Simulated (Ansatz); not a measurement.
A calculation with Ansatz 0.2.0 of Ni (native input, structure typed inline):

input.yaml

```yaml
crystal:
  lattice:
    - [-1.38371547, 1.38371547, 1.38371547]
    - [1.38371547, -1.38371547, 1.38371547]
    - [1.38371547, 1.38371547, -1.38371547]
  atoms:
    - { symbol: Ni, position: [0.0, 0.0, 0.0], spin: 1.0 }
hamiltonian:
  xc: pbesol
  pseudopotentials: { kind: paw }
  hubbard:
    sites: [{ species: Ni, l: d, u_eff: 1.0 }]
    projectors: all-electron-atomic
magnetization:
  spin_polarized: true
kpoints:
  mp_grid: { grid: [13, 13, 13] }
scf:
  occupations: { method: methfessel_paxton, width: 0.025 }
  n_extra_bands: 6
output:
  forces: true
  stress: true
  eigenvalues: true
  dos: { projected: false, de: 0.05, nscf_kmesh: { grid: [20, 20, 20] } }
```

Potentials or basis: Ansatz PAW.

Command:

```sh
$ ansatz run input.yaml --threads 2 --pin off --max-ram 5120MiB --backend cpu --events-out ev --progress --plain --runs-dir out
```

This isn't the form of Ni at room conditions, which is fcc.

Q: Write the same calculation in another form: ASE script, structure from a CIF.

A: As run:

run.py

```python
import json

import ase.io
import numpy as np
import spglib

import ansatz as az

atoms = ase.io.read("Ni.cif")
cell, frac, numbers = spglib.find_primitive((atoms.cell[:], atoms.get_scaled_positions(), atoms.numbers), symprec=1e-5)
atoms = ase.Atoms(numbers, cell=cell, scaled_positions=frac, pbc=True)
atoms.set_initial_magnetic_moments([1.0])

calculation = (
    az.Crystal.from_ase(atoms)
    .calculation()
    .kpoints(13, 13, 13)
    .functional("pbesol")
    .pseudopotentials(kind="paw")
    .hubbard(projectors="all-electron-atomic")
    .hubbard("Ni", "d", u_eff=1.0)
    .spin("collinear")
    .scf(extra_bands=6)
    .occupations(method="methfessel_paxton", width=0.025)
    .density_of_states(energy_step=0.05, projected=False, nscf_kmesh=(20, 20, 20))
    .forces()
    .stress()
    .band_table(publish=True)
)
outcome = calculation.run(threads=2, events_out="events.jsonl")

report = outcome.report
for line in open("events.jsonl"):
    event = json.loads(line)
    if event["event"] == "scf_iter":
        d = event["data"]
        print(f"SCF {d['iter']:3d}  HF = {d['harris_foulkes_ev']:.6f} eV  dr2 = {d['dr2_ev']:.2e} eV")
    elif event["event"] in ("relax_step", "md_step"):
        d = event["data"]
        print(f"{event['event']} {d['step']:3d}  E = {d['lagrangian_ev']:.6f} eV")
np.set_printoptions(precision=5, suppress=True, linewidth=110)
print("converged:", report["converged"], "after", report["n_iterations"], "iterations")
print(f"free energy {report['free_energy_ev']:.6f} eV, Fermi level {report['fermi_energy_ev']:.4f} eV")
for key in ("band_edges_ev", "magnetization_mub", "site_moments_mub", "site_moments_nc_mub", "forces_ev_ang",
                "stress_gpa"):
    if report.get(key) is not None:
        print(key, np.array(report[key]), sep="\n")
```

File Ni.cif:

```cif
data_Ni
_cell_length_a 2.76743094
_cell_length_b 2.76743094
_cell_length_c 2.76743094
_cell_angle_alpha 90.00000000
_cell_angle_beta 90.00000000
_cell_angle_gamma 90.00000000
_space_group_name_H-M_alt 'Im-3m'
_space_group_name_Hall '-I 4 2 3'
_space_group_IT_number 229
loop_
_space_group_symop_operation_xyz
'x,y,z'
'-x,-y,-z'
'-y,x,z'
'y,-x,-z'
'-x,-y,z'
'x,y,-z'
'y,-x,z'
'-y,x,-z'
'x,-y,-z'
'-x,y,z'
'-y,-x,-z'
'y,x,z'
'-x,y,-z'
'x,-y,z'
'y,x,-z'
'-y,-x,z'
'z,x,y'
'-z,-x,-y'
'z,-y,x'
'-z,y,-x'
'z,-x,-y'
'-z,x,y'
'z,y,-x'
'-z,-y,x'
'-z,x,-y'
'z,-x,y'
'-z,-y,-x'
'z,y,x'
'-z,-x,y'
'z,x,-y'
'-z,y,x'
'z,-y,-x'
'y,z,x'
'-y,-z,-x'
'x,z,-y'
'-x,-z,y'
'-y,z,-x'
'y,-z,x'
'-x,z,y'
'x,-z,-y'
'-y,-z,x'
'y,z,-x'
'-x,-z,-y'
'x,z,y'
'y,-z,-x'
'-y,z,x'
'x,-z,y'
'-x,z,-y'
'x+1/2,y+1/2,z+1/2'
'-x+1/2,-y+1/2,-z+1/2'
'-y+1/2,x+1/2,z+1/2'
'y+1/2,-x+1/2,-z+1/2'
'-x+1/2,-y+1/2,z+1/2'
'x+1/2,y+1/2,-z+1/2'
'y+1/2,-x+1/2,z+1/2'
'-y+1/2,x+1/2,-z+1/2'
'x+1/2,-y+1/2,-z+1/2'
'-x+1/2,y+1/2,z+1/2'
'-y+1/2,-x+1/2,-z+1/2'
'y+1/2,x+1/2,z+1/2'
'-x+1/2,y+1/2,-z+1/2'
'x+1/2,-y+1/2,z+1/2'
'y+1/2,x+1/2,-z+1/2'
'-y+1/2,-x+1/2,z+1/2'
'z+1/2,x+1/2,y+1/2'
'-z+1/2,-x+1/2,-y+1/2'
'z+1/2,-y+1/2,x+1/2'
'-z+1/2,y+1/2,-x+1/2'
'z+1/2,-x+1/2,-y+1/2'
'-z+1/2,x+1/2,y+1/2'
'z+1/2,y+1/2,-x+1/2'
'-z+1/2,-y+1/2,x+1/2'
'-z+1/2,x+1/2,-y+1/2'
'z+1/2,-x+1/2,y+1/2'
'-z+1/2,-y+1/2,-x+1/2'
'z+1/2,y+1/2,x+1/2'
'-z+1/2,-x+1/2,y+1/2'
'z+1/2,x+1/2,-y+1/2'
'-z+1/2,y+1/2,x+1/2'
'z+1/2,-y+1/2,-x+1/2'
'y+1/2,z+1/2,x+1/2'
'-y+1/2,-z+1/2,-x+1/2'
'x+1/2,z+1/2,-y+1/2'
'-x+1/2,-z+1/2,y+1/2'
'-y+1/2,z+1/2,-x+1/2'
'y+1/2,-z+1/2,x+1/2'
'-x+1/2,z+1/2,y+1/2'
'x+1/2,-z+1/2,-y+1/2'
'-y+1/2,-z+1/2,x+1/2'
'y+1/2,z+1/2,-x+1/2'
'-x+1/2,-z+1/2,-y+1/2'
'x+1/2,z+1/2,y+1/2'
'y+1/2,-z+1/2,-x+1/2'
'-y+1/2,z+1/2,x+1/2'
'x+1/2,-z+1/2,y+1/2'
'-x+1/2,z+1/2,-y+1/2'
loop_
_atom_site_label
_atom_site_type_symbol
_atom_site_symmetry_multiplicity
_atom_site_Wyckoff_symbol
_atom_site_fract_x
_atom_site_fract_y
_atom_site_fract_z
_atom_site_occupancy
Ni1 Ni 2 a 0.0000000000 0.0000000000 0.0000000000 1
```

Potentials or basis: Ansatz PAW.

Run with:

```sh
$ python run.py
```

Both were run:

|  | native input, structure typed inline | ASE script, structure from a CIF |
| --- | --- | --- |
| Pressure | -3.1 GPa | -3.1 GPa |
| Band gap on the k mesh | none (metal or under the smearing width) | none (metal or under the smearing width) |
| Net moment | -0.58 μB per cell | -0.58 μB per cell |
| Absolute moment | 0.65 μB per cell | 0.65 μB per cell |
| Site moments | Ni -0.61 μB | Ni -0.61 μB |
| Density of states at the Fermi level | 1.20 states/eV per cell | 1.20 states/eV per cell |

Keys that steer only the numerical path or the files written may differ.

Caveat: the magnetic or orbital state may not be the lowest; the U is typed as a test and isn't derived for this compound.
